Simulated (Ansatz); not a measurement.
# Silicon, fcc under RPBE: structure, energy and stiffness, part 2 of 2

The plan for silicon in the fcc structure: relax it, solve it on a dense k-mesh, then scale the cell to 7 volumes from 88 to 112 % of the relaxed one and try a fit of the equation of state. Spin polarisation is left out. The k-meshes are 14×14×14 for the relaxation; 23×23×23 for the dense run; 16×16×16 for the volumes.

Ansatz 0.2.0; DFT, RPBE, plane waves (420 eV) with PAW, scalar-relativistic.

## (7) At 100 % of the relaxed volume

This is Si in the fcc structure; at room conditions it is diamond.

File input.yaml:

```yaml
crystal:
  lattice:
    - [0.0, 1.9407822318, 1.9407822318]
    - [1.9407822318, 0.0, 1.9407822318]
    - [1.9407822318, 1.9407822318, 0.0]
  atoms:
    - { symbol: Si, position: [0.0, 0.0, 0.0] }
hamiltonian:
  xc: rpbe
  pseudopotentials:
    kind: paw
    azcp:
      Si: "pseudopotentials/Si.paw.azcp"
basis:
  ecutwfc: 420
  fft_grid_basis: typed
kpoints:
  mp_grid: { grid: [16, 16, 16], shift: [0, 0, 0] }
magnetization:
  spin_polarized: false
scf:
  occupations: { method: fermi_dirac, width: 0.1 }
  lower_state_search: "off"
output:
  stress: true
  write_density: true
  write_potential: true
  elf: true
  volumetric_format: npy
```

Standard output (excerpt; [...] marks lines left out):

```text
Warning: RAYON_NUM_THREADS=2 ignored (pool sized by the plan → 2); use --threads N
[...]
Pseudopotentials: kind: paw
Pseudopotential: Si, paw, valence charge 4, recommended cutoff 420 eV (normal), <dir>
Functional definition: RPBE
[...]
Crystal: 1 atoms, lattice volume = 14.620 Å³
Basis set: ecut = 420 eV, 283 PW (Γ)
Bands: 6, of which v1, the nominal top of the filled ones, is band 2 counted from 1 (1 counted from 0)
Symmetry: 48 space group operations
Space group: Fm-3m (ITA 225), of the structure as read, at distance tolerance 2.4e-5 Å
k-points: 145 of 4096
[...]
SCF iter   1: F=—  HF=-638.339782 eV  |F-HF|=—  |Δ(HF+E_count)|=         —  Δρ=3.39e-3  dr2=1.49e-3  ethr=1.77e-3  ⟨swp⟩=4.9  Hψ=8079  notcnv=0
[...]
SCF iter   6: F=-638.339374 eV  HF=-638.339374 eV  |F-HF|=9.09e-13  |Δ(HF+E_count)|=  8.66e-11  Δρ=2.12e-7  dr2=4.97e-12  ethr=2.06e-11  ⟨swp⟩=3.9  Hψ=3373  notcnv=0
[...]
SCF converged after 6 iterations
Free energy (F): -638.339374 eV
[...]
E sigma→0 (E₀):  -638.331459 eV
Entropy (-TS):   -0.015830 eV (-15.830 meV/atom)
Fermi energy:    10.711687 eV
[...]
--- Stress (GPa, compression-positive) ---
        0.237859       0.000000       0.000000
        0.000000       0.237859       0.000000
       -0.000000       0.000000       0.237859
  P = ⅓ Tr σ = 0.2379 GPa (2.379 kbar)
--- Band table (eV; the first three rows and the last of 145) ---
  k-point 0: bands = ["-3.6944", "21.7844", "21.7844", "21.7844", "22.5397", "22.5397"]
[...]
```

Run time: 0.73 s. Hardware: 2 threads of an Arm CPU, shared host; peak memory 0.26 GiB.

## (8) At 104 % of the relaxed volume

Edit input.yaml of step 7 so:

```diff
@@ -2,5 +2,5 @@
   lattice:
-    - [0.0, 1.9407822318, 1.9407822318]
-    - [1.9407822318, 0.0, 1.9407822318]
-    - [1.9407822318, 1.9407822318, 0.0]
+    - [0.0, 1.9663217689, 1.9663217689]
+    - [1.9663217689, 0.0, 1.9663217689]
+    - [1.9663217689, 1.9663217689, 0.0]
   atoms:
@@ -25,5 +25 @@
   stress: true
-  write_density: true
-  write_potential: true
-  elf: true
-  volumetric_format: npy
```

Standard output (excerpt; [...] marks lines left out):

```text
Warning: RAYON_NUM_THREADS=2 ignored (pool sized by the plan → 2); use --threads N
[...]
[... 3 set-up lines as earlier in the session ...]
[...]
Crystal: 1 atoms, lattice volume = 15.205 Å³
Basis set: ecut = 420 eV, 307 PW (Γ)
Bands: 6, of which v1, the nominal top of the filled ones, is band 2 counted from 1 (1 counted from 0)
[... 2 set-up lines as earlier in the session ...]
k-points: 145 of 4096
[...]
SCF iter   1: F=—  HF=-638.334872 eV  |F-HF|=—  |Δ(HF+E_count)|=         —  Δρ=3.13e-3  dr2=1.35e-3  ethr=1.77e-3  ⟨swp⟩=4.9  Hψ=8085  notcnv=0
[...]
SCF iter   6: F=-638.334516 eV  HF=-638.334516 eV  |F-HF|=3.41e-13  |Δ(HF+E_count)|=  5.14e-11  Δρ=1.02e-7  dr2=1.22e-12  ethr=6.23e-12  ⟨swp⟩=1.0  Hψ=2408  notcnv=0
[...]
SCF converged after 6 iterations
Free energy (F): -638.334516 eV
[...]
E sigma→0 (E₀):  -638.326046 eV
Entropy (-TS):   -0.016940 eV (-16.940 meV/atom)
Fermi energy:    10.176012 eV
[...]
--- Stress (GPa, compression-positive) ---
       -2.788558       0.000000       0.000000
        0.000000      -2.788558       0.000000
        0.000000       0.000000      -2.788558
  P = ⅓ Tr σ = -2.7886 GPa (-27.886 kbar)
```

Wall time 0.6 s (2 threads of an Arm CPU, shared host); peak memory 0.25 GiB.

## (9) At 108 % of the relaxed volume

Edit input.yaml of step 8 so:

```diff
@@ -2,5 +2,5 @@
   lattice:
-    - [0.0, 1.9663217689, 1.9663217689]
-    - [1.9663217689, 0.0, 1.9663217689]
-    - [1.9663217689, 1.9663217689, 0.0]
+    - [0.0, 1.9912145605, 1.9912145605]
+    - [1.9912145605, 0.0, 1.9912145605]
+    - [1.9912145605, 1.9912145605, 0.0]
   atoms:
```

Standard output (excerpt; [...] marks lines left out):

```text
Warning: RAYON_NUM_THREADS=2 ignored (pool sized by the plan → 2); use --threads N
[...]
[... 3 set-up lines as earlier in the session ...]
[...]
Crystal: 1 atoms, lattice volume = 15.790 Å³
Basis set: ecut = 420 eV, 331 PW (Γ)
Bands: 6, of which v1, the nominal top of the filled ones, is band 2 counted from 1 (1 counted from 0)
[... 2 set-up lines as earlier in the session ...]
k-points: 145 of 4096
[...]
SCF iter   1: F=—  HF=-638.320086 eV  |F-HF|=—  |Δ(HF+E_count)|=         —  Δρ=2.92e-3  dr2=1.25e-3  ethr=1.77e-3  ⟨swp⟩=4.9  Hψ=8077  notcnv=0
[...]
SCF iter   6: F=-638.319779 eV  HF=-638.319779 eV  |F-HF|=2.27e-13  |Δ(HF+E_count)|=  5.34e-11  Δρ=1.00e-7  dr2=1.19e-12  ethr=6.23e-12  ⟨swp⟩=1.0  Hψ=2415  notcnv=0
[...]
SCF converged after 6 iterations
Free energy (F): -638.319779 eV
[...]
E sigma→0 (E₀):  -638.310759 eV
Entropy (-TS):   -0.018040 eV (-18.040 meV/atom)
Fermi energy:    9.672738 eV
[...]
--- Stress (GPa, compression-positive) ---
       -5.190984       0.000000      -0.000000
       -0.000000      -5.190984       0.000000
       -0.000000       0.000000      -5.190984
  P = ⅓ Tr σ = -5.1910 GPa (-51.910 kbar)
```

It took 0.9 s on 2 threads of an Arm CPU, shared host; peak memory 0.25 GiB.

## (10) At 112 % of the relaxed volume

Edit input.yaml of step 9 so:

```diff
@@ -2,5 +2,5 @@
   lattice:
-    - [0.0, 1.9912145605, 1.9912145605]
-    - [1.9912145605, 0.0, 1.9912145605]
-    - [1.9912145605, 1.9912145605, 0.0]
+    - [0.0, 2.0155000583, 2.0155000583]
+    - [2.0155000583, 0.0, 2.0155000583]
+    - [2.0155000583, 2.0155000583, 0.0]
   atoms:
@@ -25 +25,5 @@
   stress: true
+  write_density: true
+  write_potential: true
+  elf: true
+  volumetric_format: npy
```

Standard output (excerpt; [...] marks lines left out):

```text
Warning: RAYON_NUM_THREADS=2 ignored (pool sized by the plan → 2); use --threads N
[...]
[... 3 set-up lines as earlier in the session ...]
[...]
Crystal: 1 atoms, lattice volume = 16.375 Å³
Basis set: ecut = 420 eV, 331 PW (Γ)
Bands: 6, of which v1, the nominal top of the filled ones, is band 2 counted from 1 (1 counted from 0)
[... 2 set-up lines as earlier in the session ...]
k-points: 145 of 4096
[...]
SCF iter   1: F=—  HF=-638.297534 eV  |F-HF|=—  |Δ(HF+E_count)|=         —  Δρ=2.71e-3  dr2=1.12e-3  ethr=1.77e-3  ⟨swp⟩=4.9  Hψ=8091  notcnv=0
[...]
SCF iter   6: F=-638.297254 eV  HF=-638.297254 eV  |F-HF|=3.41e-13  |Δ(HF+E_count)|=  7.54e-11  Δρ=4.03e-8  dr2=1.79e-13  ethr=1.00e-12  ⟨swp⟩=3.4  Hψ=3295  notcnv=0
[...]
SCF converged after 6 iterations
Free energy (F): -638.297254 eV
[...]
E sigma→0 (E₀):  -638.287803 eV
Entropy (-TS):   -0.018901 eV (-18.901 meV/atom)
Fermi energy:    9.198593 eV
[...]
--- Stress (GPa, compression-positive) ---
       -7.073685       0.000000       0.000000
       -0.000000      -7.073685       0.000000
       -0.000000       0.000000      -7.073685
  P = ⅓ Tr σ = -7.0737 GPa (-70.737 kbar)
--- Band table (eV; the first three rows and the last of 145) ---
  k-point 0: bands = ["-4.1761", "18.9902", "18.9902", "18.9902", "20.6239", "20.6239"]
[...]
```

It took 0.81 s on 2 threads of an Arm CPU, shared host; peak memory 0.26 GiB.

## (11) Energy and pressure against volume

The cell was scaled evenly, with its shape and the fractional positions fixed.

```csv
V (Å³/atom),E − E₀ (meV/atom),P from the stress (GPa),P from the fit (GPa)
12.866,70.9,14.20,14.43
13.451,29.6,8.61,8.56
14.036,7.0,4.00,3.87
14.620,-0.1,0.24,0.12
15.205,5.3,-2.79,-2.90
15.790,20.6,-5.19,-5.33
16.375,43.6,-7.07,-7.28
```

A third-order Birch-Murnaghan fit gives V₀ = 14.641 Å³/atom, B₀ = 83 GPa and B₀′ = 4.5; it misses no point by more than 0.14 meV/atom.

Fit and stress differ a little: one follows E(σ → 0), the other the smeared free energy.

## (12) Outcome

This closing draws on all 2 parts.

| quantity | value |
| --- | --- |
| space group (spins left aside) | Fm-3m (No. 225) |
| conventional cell | a = 3.882 Å |
| volume | 14.620 Å³/atom |
| shortest distance | 2.745 Å |
| gap on the mesh | none (levels filled in part) |
| relative to diamond | +569 meV/atom |
| V₀, B₀, B₀′ | 14.641 Å³/atom, 83 GPa, 4.5 |

**Reading.** From the guessed start the volume shrank by 2.6 % in 4 steps. It lies 569 meV/atom above the element's reference form at the same level (diamond, from a run of its own). Levels at the Fermi energy are filled in part, as in a metal. B₀ comes out at 83 GPa. Relaxation kept the symmetry; phonons were not checked.
